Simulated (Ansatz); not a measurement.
# TaN: stress in a strained cell

Aim: deform TaN (zz strain of -3 %) and compute stress, forces and field gradients with LAPW, PAW and all-electron datasets made for the crystal.

Program: Ansatz 0.2.0. Level of theory: DFT PBE, scalar-relativistic. These are calculated values, not measurements.

### Step 1. Starting point

It takes space group P6_3/mmc (No. 194, hexagonal). Conventional cell: a = 3.048 Å, b = 3.048 Å, c = 4.918 Å, α = 90.00°, β = 90.00°, γ = 120.00°. Around Ta (site symmetry -3m) lie 6 N at 2.15 Å and 2 Ta at 2.46 Å. N (site symmetry -6m2) has 6 Ta at 2.15 Å as nearest neighbours.

Structure file:

```cif
data_structure
_symmetry_space_group_name_H-M 'P 1'
_symmetry_Int_Tables_number 1
_cell_length_a 3.0480
_cell_length_b 3.0480
_cell_length_c 4.9180
_cell_angle_alpha 90.000
_cell_angle_beta 90.000
_cell_angle_gamma 120.000
_cell_volume 39.57
loop_
_atom_site_label
_atom_site_type_symbol
_atom_site_fract_x
_atom_site_fract_y
_atom_site_fract_z
_atom_site_occupancy
Ta1 Ta 0.00000 0.00000 0.00000 1
Ta2 Ta 0.00000 0.00000 0.50000 1
N1 N 0.33333 0.66667 0.25000 1
N2 N 0.66667 0.33333 0.75000 1
```

Atoms are numbered in the order of the input: Ta1, Ta2, N3, N4.

### Step 2. After the deformation

Space group P6_3/mmc before, P6_3/mmc after.

### Step 3. Full-potential LAPW

The input, input.yaml:

```yaml
crystal:
  lattice:
    - [3.0480019786, 0.0, 0.0]
    - [-1.5240009893, 2.6396471442, 0.0]
    - [0.0, 0.0, 4.77046]
  atoms:
    - { symbol: Ta, position: [0.0, 0.0, 0.0] }
    - { symbol: Ta, position: [0.0, 0.0, 0.5] }
    - { symbol: "N", position: [0.3333333333, 0.6666666667, 0.25] }
    - { symbol: "N", position: [0.6666666667, 0.3333333333, 0.75] }
kpoints:
  mp_grid: { grid: [9, 9, 5] }
  band_path:
    path:
      - [0.0, 0.0, 0.0]
      - [0.5, 0.0, 0.0]
      - [0.3333333333, 0.3333333333, 0.0]
      - [0.0, 0.0, 0.0]
      - [0.0, 0.0, 0.5]
      - [0.5, 0.0, 0.5]
      - [0.3333333333, 0.3333333333, 0.5]
      - [0.0, 0.0, 0.5]
      - [0.5, 0.0, 0.5]
    npoints: 5
scf:
  occupations: { method: fermi_dirac, width: 0.01 }
hamiltonian:
  xc: pbe
  pseudopotentials: { kind: all_electron, lapw: { basis_error: 0.0005 } }
output:
  forces: true
  stress: true
  eigenvalues: true
```

Run with:

```console
> ansatz run input.yaml --threads 1 --pin off --max-ram 4096MiB --backend cpu --events-out ev --progress --plain --runs-dir out
```

Log, cut to the lines that bear on the results:

```text
LAPW: plane waves up to 10.903 Å⁻¹, error target 5.0e-4 eV per atom; small_component_spin mean_spin; N in spheres of 0.933 Å, 7 of its electrons in bands, Dirac shells []; Ta in spheres of 1.193 Å, 45 of its electrons in bands, Dirac shells []
[...]
Pseudopotentials: kind: all_electron
Pseudopotential: Ta, LAPW, valence charge 45, Koelling and Harmon's equation, gaussian nucleus
Pseudopotential: N, LAPW, valence charge 7, Koelling and Harmon's equation, gaussian nucleus
Functional definition: PBE
[...]
Crystal: 4 atoms, lattice volume = 38.381 Å³
Basis set: ecut = 452.88677657657814 eV, 845 PW (Γ), exchange–correlation at level 2
Bands: 63, of which v1, the nominal top of the filled ones, is band 52 counted from 1 (51 counted from 0)
Symmetry: 24 space group operations
Space group: P63/mmc (ITA 194), of the structure as read, at distance tolerance 3.4e-5 Å
k-points: 36 of 405
[...]
SCF iter   1: F=—  HF=-852121.821597 eV  |F-HF|=—  |Δ(HF+E_count)|=         —  Δρ=1.34e-1  dr2=7.38e0  ethr=7.10e-3  ⟨swp⟩=2.0  Hψ=14458  notcnv=0
[...]
the basis was enlarged: its passes take 1.4 MiB over the memory plan, 1 of 1 planned eigensolver slots
[...]
SCF iter  10: F=-852118.482871 eV  HF=-852118.482871 eV  |F-HF|=5.70e-9  |Δ(HF+E_count)|=   5.16e-8  Δρ=4.29e-6  dr2=7.61e-9  ethr=1.64e-10  ⟨swp⟩=2.0  Hψ=6776  notcnv=0
[...]
NSCF: frozen V_eff on 41 k-points
SCF converged after 10 iterations
Free energy (F): -852118.482871 eV
[...]
E sigma→0 (E₀):  -852118.481945 eV
Entropy (-TS):   -0.001851 eV (-0.463 meV/atom)
Fermi energy:    29.554643 eV
[...]
--- Forces (eV/Å), atoms counted from 1 ---
  atom   1  Ta     0.00000000    -0.00000000    -0.00000000
  atom   2  Ta    -0.00000000     0.00000000     0.00000000
  atom   3  N      0.00000000     0.00000000     0.00000000
  atom   4  N      0.00000000    -0.00000000     0.00000000
[...]
--- Stress (GPa, compression-positive) ---
       45.992684      -0.000000       0.000000
       -0.000000      45.992684       0.000000
        0.000000       0.000000     149.173565
  P = ⅓ Tr σ = 80.3863 GPa (803.863 kbar)
--- Band table (eV; the first three rows and the last of 36) ---
[...]
```

It took 34 s on 1 thread of Intel Xeon 6975P-C (Granite Rapids), shared host; peak memory 0.6 GiB.

In short: pressure 80.39 GPa; no gap.

### Step 4. PAW on the default files

The input, input.yaml:

```yaml
crystal:
  lattice:
    - [3.0480019786, 0.0, 0.0]
    - [-1.5240009893, 2.6396471442, 0.0]
    - [0.0, 0.0, 4.77046]
  atoms:
    - { symbol: Ta, position: [0.0, 0.0, 0.0] }
    - { symbol: Ta, position: [0.0, 0.0, 0.5] }
    - { symbol: "N", position: [0.3333333333, 0.6666666667, 0.25] }
    - { symbol: "N", position: [0.6666666667, 0.3333333333, 0.75] }
kpoints:
  mp_grid: { grid: [9, 9, 5] }
scf:
  occupations: { method: fermi_dirac, width: 0.01 }
hamiltonian:
  xc: pbe
  pseudopotentials: { kind: paw }
output:
  forces: true
  stress: true
  eigenvalues: true
  efg: { contact_densities: true }
```

Run with:

```console
> ansatz run input.yaml --threads 1 --pin off --max-ram 4096MiB --backend cpu --events-out ev --progress --plain --runs-dir out
```

Log, cut to the lines that bear on the results:

```text
Ta: output.efg is read without spin–orbit coupling, which moves field gradients at and beside such atoms by some per cent and up to a factor of two; PAW files take it under magnetization.noncollinear and magnetization.spin_orbit
[...]
Pseudopotentials: kind: paw
Pseudopotential: Ta, paw, valence charge 13, recommended cutoff 420 eV (normal)
Pseudopotential: N, paw, valence charge 5, recommended cutoff 420 eV (normal)
Functional definition: PBE
[...]
Crystal: 4 atoms, lattice volume = 38.381 Å³
Basis set: ecut = 420 eV, 747 PW (Γ), exchange–correlation on 48×48×64 points (8 copies of the dense FFT grid, shifted against one another)
Bands: 22, of which v1, the nominal top of the filled ones, is band 18 counted from 1 (17 counted from 0)
Symmetry: 24 space group operations
Space group: P63/mmc (ITA 194), of the structure as read, at distance tolerance 3.4e-5 Å
k-points: 36 of 405
[...]
--- Stress (GPa, compression-positive) ---
       46.527309       0.000000       0.000000
        0.000000      46.527309       0.000000
        0.000000       0.000000     150.345534
  P = ⅓ Tr σ = 81.1334 GPa (811.334 kbar)
--- PAW observables at the nuclei: V_zz in 10²¹ V/m², potentials from the cell's mean, atoms counted from 1 ---
  atom   1  Ta V_zz =   -18.117916   η = 0.0000   by run symmetry: allowed
            electrostatic potential = -14505.729094 V   contact ρ = 8154465.099634 e/Å³
  atom   2  Ta V_zz =   -18.117916   η = 0.0000   by run symmetry: allowed
            electrostatic potential = -14505.729094 V   contact ρ = 8154465.099634 e/Å³
  atom   3  N  V_zz =    +0.560798   η = 0.0000   by run symmetry: allowed
            electrostatic potential = -533.238743 V   contact ρ = 1413.768323 e/Å³
  atom   4  N  V_zz =    +0.560798   η = 0.0000   by run symmetry: allowed
            electrostatic potential = -533.238743 V   contact ρ = 1413.768323 e/Å³
--- Band table (eV; the first three rows and the last of 36) ---
[... band rows left out ...]
[...]
```

Run time: 2 s. Hardware: 1 thread of Intel Xeon 6975P-C (Granite Rapids), shared host; peak memory 0.42 GiB.

In short: pressure 81.13 GPa; no gap; Vzz Ta1 -18.12 (η = 0.00), N3 0.56 (η = 0.00) (10²¹ V/m²).

### Step 5. All-electron PAW on datasets made for the crystal

Changes to input.yaml since step 4:

```diff
@@ -16,3 +16,3 @@
   xc: pbe
-  pseudopotentials: { kind: paw }
+  pseudopotentials: { kind: all_electron, datasets: crystal }
 output:
```

Run with:

```console
> ansatz run input.yaml --threads 1 --pin off --max-ram 4096MiB --backend cpu --events-out ev --progress --plain --runs-dir out
```

Log, cut to the lines that bear on the results:

```text
[...]
band count auto-derived: 43 (N_el = 64.0; filled up to band 32; 39 by the electrons, moments and atoms)
Ta: output.efg is read without spin–orbit coupling, which moves field gradients at and beside such atoms by some per cent and up to a factor of two; PAW files take it under magnetization.noncollinear and magnetization.spin_orbit
[...]
Pseudopotentials: kind: all_electron
Pseudopotential: Ta, paw, valence charge 27, recommended cutoff 520 eV (normal), Koelling and Harmon's equation, gaussian nucleus
Pseudopotential: N, paw, valence charge 5, recommended cutoff 520 eV (normal), Koelling and Harmon's equation, gaussian nucleus
Functional definition: PBE
[...]
Crystal: 4 atoms, lattice volume = 38.381 Å³
Basis set: ecut = 520 eV, 1085 PW (Γ), exchange–correlation on 48×48×72 points (8 copies of the dense FFT grid, shifted against one another)
[...]
--- Stress (GPa, compression-positive) ---
       45.991832      -0.000000       0.000000
        0.000000      45.991832       0.000000
        0.000000       0.000000     149.174542
  P = ⅓ Tr σ = 80.3861 GPa (803.861 kbar)
--- PAW observables at the nuclei: V_zz in 10²¹ V/m², potentials from the cell's mean, atoms counted from 1 ---
  atom   1  Ta V_zz =   -17.655121   η = 0.0000   by run symmetry: allowed
            electrostatic potential = -14504.927467 V   contact ρ = 8150604.591221 e/Å³
  atom   2  Ta V_zz =   -17.655121   η = 0.0000   by run symmetry: allowed
            electrostatic potential = -14504.927467 V   contact ρ = 8150604.591221 e/Å³
  atom   3  N  V_zz =    +0.552768   η = 0.0000   by run symmetry: allowed
            electrostatic potential = -533.228464 V   contact ρ = 1414.033819 e/Å³
  atom   4  N  V_zz =    +0.552768   η = 0.0000   by run symmetry: allowed
            electrostatic potential = -533.228464 V   contact ρ = 1414.033819 e/Å³
--- Band table (eV; the first three rows and the last of 36) ---
[...]
```

It took 13 s on 1 thread of Intel Xeon 6975P-C (Granite Rapids), shared host; peak memory 0.77 GiB.

Result: pressure 80.39 GPa; no gap; Vzz Ta1 -17.66 (η = 0.00), N3 0.55 (η = 0.00) (10²¹ V/m²).

### Step 6. Side by side

Stress (GPa, compression positive):

```csv
method,xx,yy,zz,yz,xz,xy
LAPW,45.99,45.99,149.17,0.00,0.00,0.00
PAW,46.53,46.53,150.35,0.00,0.00,0.00
crystal datasets,45.99,45.99,149.17,0.00,0.00,0.00
```

| method | pressure (GPa) | Vzz Ta1 (10²¹ V/m²) | Vzz N3 (10²¹ V/m²) | SCF cycles, all passes |
| --- | --- | --- | --- | --- |
| LAPW | 80.39 | – | – | 10 |
| PAW | 81.13 | -18.12 | 0.56 | 6 |
| crystal datasets | 80.39 | -17.66 | 0.55 | 10 |

### Step 7. Results

```
                                 quantity                                              value
                                 pressure  LAPW 80.39, PAW 81.13, crystal datasets 80.39 GPa
largest shear or deviatoric stress (LAPW)                                          68.79 GPa
```

In words: The largest part of the stress beyond the pressure is 68.79 GPa in size, in the zz component; the atoms are carried along and not relaxed. No run of the undeformed cell stands beside it, so the pressure holds what the given cell had before the change. PAW: stress within 1.17 GPa of LAPW. Crystal datasets: stress within 0.01 GPa of LAPW. Spin-orbit coupling is left out, though the cell holds Ta; in elements this heavy it can shift bands and gaps by tenths of an eV.
